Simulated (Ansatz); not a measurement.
# SnO2 (P4_2/mnm): the host for defect calculations

Before any defect goes in: SnO2 (P4_2/mnm) at rest, and how it screens a charge.

Calculated with Ansatz 0.2.0; plane-wave PAW DFT, PBEsol; relaxation of the host's cell and atoms; PAW set soft_1, in the first sound run; inputs show where later runs differ.

### Step 1. The starting structure

It takes space group P4_2/mnm (No. 136, tetragonal). Conventional cell: a = 4.765 Å, b = 4.765 Å, c = 3.207 Å, α = 90.00°, β = 90.00°, γ = 90.00°. Nearest to Sn lie 6 O at 2.06 to 2.07 Å. Nearest to O lie 3 Sn at 2.06 to 2.07 Å. Farther neighbours and most contacts between anions are not listed.

### Step 2. Host cell relaxation

Cell and atoms are relaxed together, until forces and stress fall under their thresholds.

Input file cell/input.yaml:

```yaml
crystal:
  lattice:
    - [4.764818, 0.0, 0.0]
    - [0.0, 4.764818, 0.0]
    - [0.0, 0.0, 3.2074998]
  atoms:
    - { symbol: Sn, position: [0.5, 0.5, 0.5] }
    - { symbol: Sn, position: [0.0, 0.0, 0.0] }
    - { symbol: O, position: [0.1940277, 0.8059723, 0.5] }
    - { symbol: O, position: [0.8059723, 0.1940277, 0.5] }
    - { symbol: O, position: [0.3059723, 0.3059723, 0.0] }
    - { symbol: O, position: [0.6940277, 0.6940277, 0.0] }
basis:
  ecutwfc: 420
  xc_grid: 2
hamiltonian:
  xc: pbesol
  pseudopotentials: { kind: paw, azcp: { folder: soft_1 }, xc_functional: pbe }
kpoints:
  mp_grid: { grid: [6, 6, 9] }
scf:
  occupations: { method: fixed }
  max_iter: 100
relax:
  f_tol: 0.005
  max_steps: 60
  cell: {}
output:
  forces: true
  stress: true
checkpoint:
  write: "../cell.run"
  compress: false
  write_wavefunctions: false
  write_every: 100000
```

Command:

```sh
> ansatz run input.yaml --threads 32 --pin off --max-ram 84787MiB --backend cuda --events-out ev --progress --plain --runs-dir out --max-vram 78GiB
```

Numbers of over 12 decimals in the logs are rounded to 6 here.

Log:

```text
[... repeated set-up lines and file paths are left out, and long positions are rounded to six places ...]
Engine: ansatz 0.2.0, aarch64-unknown-linux-gnu
Pseudopotentials: kind: paw
Pseudopotential: Sn, paw, valence charge 14, recommended cutoff 420 eV (normal), soft_1/Sn.paw.azcp
Pseudopotential: O, paw, valence charge 6, recommended cutoff 420 eV (normal), soft_1/O.paw.azcp
Functional definition: PBEsol
  exchange = pbesol_x
  correlation = pbesol_c
[...]
Crystal: 6 atoms, lattice volume = 72.821 Å³
Basis set: ecut = 420 eV, 1435 PW (Γ), exchange–correlation on 64×64×48 points (8 copies of the dense FFT grid, shifted against one another)
Bands: 32, of which v1, the nominal top of the filled ones, is band 26 counted from 1 (25 counted from 0)
Symmetry: 16 space group operations
Space group: P42/mnm (ITA 136), of the structure as read, at distance tolerance 4.2e-5 Å
k-points: 50 of 324
Non-local potential: Sn, projectors of the file, l = 0: 2, l = 1: 2, l = 2: 2, l = 3: 1
Non-local potential: O, projectors of the file, l = 0: 2, l = 1: 2, l = 2: 1
PAW form: soft (Blöchl's): semilocal exchange-correlation on the pseudo side does not see the compensation charge
PAW frozen core: Sn, regenerated for the run's functional, and the local potential with it (the file was generated under x = pbe(κ = 0.804, μ = 0.219515), c = pbe(β = 0.066725))
PAW frozen core: O, regenerated for the run's functional, and the local potential with it (the file was generated under x = pbe(κ = 0.804, μ = 0.219515), c = pbe(β = 0.066725))
PAW one-centre angular grid: Sn, 590 points (default); XC on 64 Gauss nodes
PAW one-centre angular grid: O, 110 points (default); XC on 64 Gauss nodes
Initial density: superposition of atomic densities (chi_scale 0.1, normalization cell, long waves kept (reshape's long-wave potential 0.00 eV rms))
Initial wavefunctions: pseudopotential atomic-orbital guess
[...]
Functional: x = pbesol(κ = 0.804, μ = 0.123457), c = pbesol(β = 0.046)
SCF iter   1: F=—  HF=-14143.802544 eV  |Δ(HF+E_count)|=         —  Δρ=6.92e-2  dr2=2.57e0  Hψ=6253
preconditioner: auto → Resta (q_TF=auto, 2.579 Å⁻¹)  ε∞=3.5  [insulator: Δε(μ)=1.325 eV  Ē_g=19.864 eV  n_scr=18 (ndim 8)  ℏωp=31.4 eV  f_vac=0.000  ε∞_Penn≈3.5]
SCF iter   2: F=—  HF=-14143.302944 eV  |Δ(HF+E_count)|=   5.00e-1  Δρ=3.50e-2  dr2=4.57e-1  Hψ=3383
SCF iter   3: F=—  HF=-14143.241614 eV  |Δ(HF+E_count)|=   6.13e-2  Δρ=1.03e-2  dr2=7.14e-2  Hψ=2375
automatic band count: iteration 3 solves 30 bands in place of 32: the levels show a gap, and the empty bands left out lie too high to hold charge; the band table lists the bands solved (type scf.n_extra_bands for more)
SCF iter   4: F=—  HF=-14143.235077 eV  |Δ(HF+E_count)|=   6.54e-3  Δρ=1.92e-3  dr2=2.06e-3  Hψ=2158
[...]
SCF iter   8: F=-14143.236967 eV  HF=-14143.236967 eV  |Δ(HF+E_count)|=   1.22e-7  Δρ=2.34e-6  dr2=3.57e-9  Hψ=5650
SCF 1 converged in 8 iterations: F = -14143.236967 eV  dr2 = 3.57e-9
  greatest PAW one-centre occupation: 0.997 electrons in one spin orbital (limit 2), on the Sn atom at site 0 (counted from 0), in its partial waves of l = 2
relax step   1: F+E_penalty+E_count = -14143.23696716 eV  Δ(F+E_penalty+E_count) = +0.000e0 eV  max|allowed force component| = 2.593e-2 eV/Å  Δτ_max = 0.0000 Å  P = +0.508 GPa  Ω = 72.821 Å³  (8 SCF iters, dr2 threshold 1.00e-7 eV, accepted)
[... the SCF cycles and remarks between the steps are left out from here to the last step ...]
relax step   2: F+E_penalty+E_count = -14143.23694322 eV  Δ(F+E_penalty+E_count) = +2.394e-5 eV  max|allowed force component| = 5.616e-3 eV/Å  Δτ_max = 0.0027 Å  P = +0.022 GPa  Ω = 72.990 Å³  energy of the carried Pulay correction = -4.132e-4 eV  (4 SCF iters, dr2 threshold 6.00e-7 eV, accepted)
relax step   3: F+E_penalty+E_count = -14143.23698640 eV  Δ(F+E_penalty+E_count) = -4.319e-5 eV  max|allowed force component| = 4.621e-3 eV/Å  Δτ_max = 0.0008 Å  P = -0.002 GPa  Ω = 73.008 Å³  energy of the carried Pulay correction = -4.569e-4 eV  (3 SCF iters, dr2 threshold 9.94e-8 eV, accepted)
relax step   4: F+E_penalty+E_count = -14143.23698161 eV  Δ(F+E_penalty+E_count) = +4.791e-6 eV  max|allowed force component| = 2.709e-3 eV/Å  Δτ_max = 0.0001 Å  P = -0.003 GPa  Ω = 73.013 Å³  energy of the carried Pulay correction = -4.695e-4 eV  (3 SCF iters, dr2 threshold 1.13e-8 eV, accepted)
[...]
iter 1 solved again at ethr=2.30e-8 eV; its pass at ethr=3.10e-3 eV (dr2=1.20e-5 eV) is discarded
SCF iter   1: F=—  HF=-14143.237307 eV  |Δ(HF+E_count)|=         —  Δρ=3.16e-5  dr2=4.72e-8  Hψ=11182
[...]
SCF iter   2: F=—  HF=-14143.237446 eV  |Δ(HF+E_count)|=   1.40e-4  Δρ=1.56e-5  dr2=1.09e-8  Hψ=2932
SCF iter   3: F=—  HF=-14143.237447 eV  |Δ(HF+E_count)|=   7.71e-7  Δρ=3.50e-6  dr2=7.31e-10  Hψ=1996
SCF iter   4: F=-14143.237447 eV  HF=-14143.237447 eV  |Δ(HF+E_count)|=   3.44e-8  Δρ=2.71e-7  dr2=2.52e-11  Hψ=10097
SCF 5 converged in 4 iterations: F = -14143.237447 eV  dr2 = 2.52e-11
relax step   5: F+E_penalty+E_count = -14143.23744719 eV  Δ(F+E_penalty+E_count) = -4.656e-4 eV  max|allowed force component| = 2.716e-3 eV/Å  Δτ_max = 0.0000 Å  P = +0.011 GPa  Ω = 73.013 Å³  stress off target by 3.40e-2 GPa  SCF on the basis re-selected at this cell (its energy is not comparable with the rows above)  (4 SCF iters)
basis re-selected at this cell: Δ(F+E_penalty+E_count) = -4.656e-4 eV, ΔP = +0.013 GPa vs the last step (what re-selecting the basis moved, of the pressure what is left beyond the Pulay correction that the steps carried, after the strain that the cell walked [...]
SCF converged after 4 iterations
Free energy (F): -14143.237447 eV
Harris-Foulkes:  -14143.237447 eV  (|F-HF|=1.07e-10)
Internal energy: -14143.237447 eV  (E = F + TS)
E sigma→0 (E₀):  -14143.237447 eV
Fermi energy:    9.130906 eV
--- Per-component energies (eV) ---
  E_band       = -133.811509
  E_kinetic    = 1015.120365
  E_local      = -3198.456364  (includes V_loc(G=0)·N_el)
  E_nonlocal   = 505.972971
  E_hartree    = 1449.202269
  E_xc         = -530.120326
  E_vxc        = -521.862761  (∫ρ·V_xc dr)
  E_paw        = -9229.311581  (= ΣΔE_a)
  E_vpaw       = -832.994282  (= ΣTr[D̂ρ^β])
  E_aug_tail   = 0.003906  (compensation charges beyond the density's cutoff)
  E_ewald      = -4156.359518
  E_core_change = 0.710831  (= ΣΔE_core)
  E_smearing   = -0.000000  (= −TS)
  E_closure    = -0.000000  (closes the sum)
  Σ components = -14143.237447   (vs F -14143.237447, Δ=0.00e0)
--- Forces (eV/Å), atoms counted from 1 ---
  atom   1  Sn     0.00000000     0.00000000     0.00000000
  atom   2  Sn     0.00000000     0.00000000     0.00000000
  atom   3  O     -0.00271553     0.00271553     0.00000000
  atom   4  O      0.00271553    -0.00271553     0.00000000
  atom   5  O      0.00271553     0.00271553     0.00000000
  atom   6  O     -0.00271553    -0.00271553     0.00000000
  max |Σ_I F_I| component: 1.73e-18 eV/Å
--- Stress (GPa, compression-positive) ---
        0.033016       0.000000       0.000000
        0.000000       0.033016       0.000000
        0.000000       0.000000      -0.034006
  P = ⅓ Tr σ = 0.0107 GPa (0.107 kbar)
--- Band table (eV; the first three rows and the last of 50) ---
  k-point 0: bands = ["-11.8868", "-11.1467", "-10.8980", "-10.8743", "-10.8743", "-10.7984", "-10.7537", "-10.6698", "-10.6413", [... rest cut ...]
  k-point 1: bands = ["-11.8302", "-11.0793", "-10.9864", "-10.9864", "-10.8765", "-10.8087", "-10.7490", "-10.6702", "-10.6574", [... rest cut ...]
--- Relaxed structure (4 steps of the walk, 4 accepted, 1 SCFs on fresh bases) ---
  F+E_penalty+E_count = -14143.23744719 eV   max|allowed force component| = 2.716e-3 eV/Å   (the final SCF, on the basis selected at the relaxed cell)
  cell:  # Å, volume = 73.0131 Å³
    - [4.767812, 0, 0.0]
    - [0, 4.767812, 0.0]
    - [0.0, 0.0, 3.211903]
  atoms:
    - { symbol: Sn, position: [0.500000, 0.500000, 0.500000] }
    - { symbol: Sn, position: [0, 0, 0.0] }
    - { symbol: O, position: [0.193728, 0.806272, 0.500000] }
    - { symbol: O, position: [0.806272, 0.193728, 0.500000] }
    - { symbol: O, position: [0.306272, 0.306272, 0.0] }
    - { symbol: O, position: [0.693728, 0.693728, 0.0] }
```

The job ended after 3.3 s (1 × NVIDIA GB200 with 32 threads of Arm Neoverse V2, shared host; peak memory 1 GiB).

Relaxation path:

| step | energy less that of the first step (eV) | largest force component (eV/Å) | pressure (GPa) | volume (Å³) |
| --- | --- | --- | --- | --- |
| 1 | 0.0000 | 0.0259 | 0.51 | 72.82 |
| 2 | 0.0000 | 0.0056 | 0.02 | 72.99 |
| 3 | 0.0000 | 0.0046 | 0.00 | 73.01 |
| 4 | 0.0000 | 0.0027 | 0.00 | 73.01 |
| 5* | -0.0005 | 0.0027 | 0.01 | 73.01 |

Relaxation steps marked * repeat the geometry before them on a plane-wave basis chosen anew for their cell, so energy and pressure can jump there.

The run keeps the 16 symmetry operations that it works with, so distortions that break them were not tested.

```
conventional cell, symmetrised  before  after  change
                         a (Å)   4.765  4.768  +0.1 %
                         b (Å)   4.765  4.768  +0.1 %
                         c (Å)   3.207  3.212  +0.1 %
              volume (Å³/atom)   12.14  12.17  +0.3 %
```

The relaxed structure:

```xyz
6
Lattice="4.7678 0.0000 0.0000 0.0000 4.7678 0.0000 0.0000 0.0000 3.2119" Properties=species:S:1:pos:R:3 pbc="T T T"
Sn    2.3839    2.3839    1.6060
Sn    0.0000    0.0000    0.0000
O     0.9237    3.8441    1.6060
O     3.8441    0.9237    1.6060
O     1.4602    1.4602    0.0000
O     3.3076    3.3076    0.0000
```

This step gave:

```
pressure : 0.01068 GPa
```

The cell grew by 0.3 % in volume.

### Step 3. Dielectric tensors of the host

The response to a uniform electric field gives the electronic dielectric tensor.

This step: plane-wave PAW DFPT, PBEsol; dielectric tensors, Born charges and zone-centre modes of the host; PAW set soft_1 (Ansatz 0.2.0).

Input file eps/input.yaml:

```yaml
crystal:
  lattice:
    - [4.7678118222, 0.0, 0.0]
    - [0.0, 4.7678118222, 0.0]
    - [0.0, 0.0, 3.2119026566]
  atoms:
    - { symbol: Sn, position: [0.5, 0.5, 0.5] }
    - { symbol: Sn, position: [0.0, 0.0, 0.0] }
    - { symbol: O, position: [0.193727843, 0.806272157, 0.5] }
    - { symbol: O, position: [0.806272157, 0.193727843, 0.5] }
    - { symbol: O, position: [0.306272157, 0.306272157, 0.0] }
    - { symbol: O, position: [0.693727843, 0.693727843, 0.0] }
basis:
  ecutwfc: 420
hamiltonian:
  xc: pbesol
  pseudopotentials: { kind: paw, azcp: { folder: soft_1 }, xc_functional: pbe }
kpoints:
  mp_grid: { grid: [5, 5, 7] }
scf:
  occupations: { method: fixed }
  max_iter: 100
phonons:
  method: dfpt
  dielectric: true
  rigid_motions: translations
```

Log:

```text
[...]
Crystal: 6 atoms, lattice volume = 73.013 Å³
Basis set: ecut = 420 eV, 1435 PW (Γ), exchange–correlation on 64×64×48 points (8 copies of the dense FFT grid, shifted against one another)
Bands: 32, of which v1, the nominal top of the filled ones, is band 26 counted from 1 (25 counted from 0)
Symmetry: 16 space group operations
k-points: 88 of 175 (irreducible under 1 space group operation, time reversal used)
[...]
SCF iter   1: F=—  HF=-14143.798405 eV  |Δ(HF+E_count)|=         —  Δρ=6.90e-2  dr2=2.55e0  Hψ=10900
[...]
SCF iter   2: F=—  HF=-14143.303003 eV  |Δ(HF+E_count)|=   4.95e-1  Δρ=3.49e-2  dr2=4.57e-1  Hψ=5946
[...]
SCF iter  10: F=-14143.237194 eV  HF=-14143.237194 eV  |Δ(HF+E_count)|=  9.46e-11  Δρ=7.13e-8  dr2=1.97e-12  Hψ=19266
SCF 1 converged in 10 iterations: F = -14143.237194 eV  dr2 = 1.97e-12
[...]
the response reads at least the filled bands of the reference SCF and the lowest empty band at each k-point, and that SCF's band table does not vouch for those bands. The notice of the band table in this run's record says why
[...]
NSCF: frozen V_eff on 1 k-points
[...]
NSCF: frozen V_eff on 24 k-points, pencils in batches of 32, up to order 128
[...]
DFPT response loops at q = (0, 0, 0) (fractional): preconditioner auto → Resta (q_TF=auto, 2.578 Å⁻¹)  ε∞=8.1 (no band partly filled); β = 1.00, the filter's whole step (`scf.mixing.beta` (0.50) is not read by the response loops at its default; [...]
[...]
DFPT response loops at Γ: preconditioner auto → Resta (q_TF=auto, 2.578 Å⁻¹)  ε∞=8.1 (no band partly filled); β = 1.00, the filter's whole step (`scf.mixing.beta` (0.50) is not read by the response loops at its default; [...]
── the response to a field inside a basis, on 8×8×12 k-points: an SCF that follows is theirs, and a resumed run solves both again ──
[...]
Bands: 27, of which v1, the nominal top of the filled ones, is band 26 counted from 1 (25 counted from 0)
k-points: 60 of 768
[...]
Eigensolver: Dense (60 Hₖ)
[...]
SCF 1 converged in 4 iterations: F = -14143.141844 eV  dr2 = 6.75e-8
[...]
SCF converged after 10 iterations
[...]
--- Phonons (Γ-DFPT): 4 representative perturbations + reference (Σ response iterations 21) ---
  k mesh reduced under 1 symmetry operation, with k and −k counted as one. Each operation leaves every solved perturbation unchanged. A smaller set is not considered because the run solves the response to a homogeneous field
  ASR residual: 2.762e-5 → 0.000e0 eV/Å²; symmetrization residual: 2.592e-10 eV/Å²
  ASR residual per site (eV/Å²): 1.56e-5 1.56e-5 2.76e-5 2.76e-5 2.76e-5 2.76e-5
  Γ frequencies (cm⁻¹): 0.00 0.00 0.00 103.68 143.31 219.69 219.69 271.47 271.47 341.94 447.68 453.43 453.43 545.01 575.67 575.67 607.03 732.51
  ε∞ (high-frequency dielectric tensor):
        4.598334     0.000000     0.000000
        0.000000     4.598334     0.000000
        0.000000     0.000000     4.907023
  ε⁰ (static dielectric tensor: ions relaxed, cell fixed):
       13.480646    -0.000000     0.000000
       -0.000000    13.480646     0.000000
        0.000000     0.000000    10.415323
  ε⁰ − ε∞ (ionic part):
        8.882312    -0.000000     0.000000
       -0.000000     8.882312     0.000000
        0.000000     0.000000     5.508300
  softest optical mode at Γ: 103.68 cm⁻¹; the repairs (sum rule, projections) moved no ω² at Γ by more than (0.73 cm⁻¹)²
  Born effective charges Z* (e; rows j = field, columns β = displacement):
    site 0:
         4.13426   -0.49167    0.00000
        -0.49167    4.13426    0.00000
         0.00000    0.00000    4.54350
    site 1:
         4.13426    0.49167    0.00000
         0.49167    4.13426    0.00000
         0.00000    0.00000    4.54350
    site 2:
        -2.06713    0.75985   -0.00000
         0.75985   -2.06713   -0.00000
        -0.00000   -0.00000   -2.27175
    site 3:
        -2.06713    0.75985   -0.00000
         0.75985   -2.06713   -0.00000
        -0.00000   -0.00000   -2.27175
    site 4:
        -2.06713   -0.75985   -0.00000
        -0.75985   -2.06713   -0.00000
        -0.00000   -0.00000   -2.27175
    site 5:
        -2.06713   -0.75985   -0.00000
        -0.75985   -2.06713   -0.00000
        -0.00000   -0.00000   -2.27175
  Z* charge neutrality: 1.131e-2 e pre-enforcement
  solved inside a basis spanned on kpoints, on 8×8×12 k-points, its susceptibility summed on 10×10×14: ε∞ is read to err by 2.6e-2, Z* by 3.2e-2 e (field_mesh: kpoints solves on kpoints); Z* is corrected for what the basis lacks
  optical modes at Γ without the LO–TO term, one row a degenerate level:
      ω (cm⁻¹)  modes    IR ((D/Å)²/amu)
        103.68      1             0.0000
        143.31      1             0.0000
        219.69      2            19.6146
        271.47      2             4.8726
        341.94      1             0.0000
        447.68      1            37.7920
        453.43      2             0.0000
        545.01      1             0.0000
        575.67      2            44.9427
        607.03      1             0.0000
        732.51      1             0.0000
  optical modes at Γ + LO–TO along q̂ = [1.0000, 0.0000, 0.0000]:
      ω (cm⁻¹)  modes    IR ((D/Å)²/amu)
        103.68      1             0.0000
        143.31      1             0.0000
[...]
optical modes at Γ + LO–TO along q̂ = [0.0000, 1.0000, 0.0000]:
      ω (cm⁻¹)  modes    IR ((D/Å)²/amu)
[...]
732.51      1             0.0000
  optical modes at Γ + LO–TO along q̂ = [0.0000, 0.0000, 1.0000]:
      ω (cm⁻¹)  modes    IR ((D/Å)²/amu)
        103.68      1             0.0000
        143.31      1             0.0000
        219.69      2            19.6146
        271.47      2             4.8726
        341.94      1             0.0000
        453.43      2             0.0000
        545.01      1             0.0000
        575.67      2            44.9427
        607.03      1             0.0000
        652.23      1            37.7920
        732.51      1             0.0000
```

The job ended after 13 s (1 × NVIDIA GB200 with 32 threads; peak memory 1.9 GiB; 56 s of CPU time).

Reading the cycles: dr2 is the Hartree energy of the density residual (eV), the measure of convergence; HF is the Harris–Foulkes estimate of the energy, which meets the free energy F at convergence.

Electronic dielectric tensor:

```
4.60 0.00 0.00
0.00 4.60 0.00
0.00 0.00 4.91
```

Static dielectric tensor:

```
13.48  0.00  0.00
 0.00 13.48  0.00
 0.00  0.00 10.42
```

The principal values of the electronic dielectric tensor are 4.60, 4.60 and 4.91. The principal values of the static dielectric tensor are 10.42, 13.48 and 13.48.

[end of part 1 of 2]

[Logs are printed without paths, hosts, clocks, repeated set-up lines and the standing remarks that a program may print on its own settings, such as how far it seeks lower states.]

[Hosts, paths, dates, database ids (printed as entryN), source tags and the programs' standing remarks are cut or masked in the printed files.]

[Runs of the host that timed out are not shown.]

[For some hosts the program warned that the k-mesh of the response run may be too coarse for force constants and the static dielectric constant; such warnings are not always shown.]

[The program warned that the k-mesh of a response run behind this text may be too coarse: force constants, and the static dielectric constant and all else formed from them, are not shown converged.]
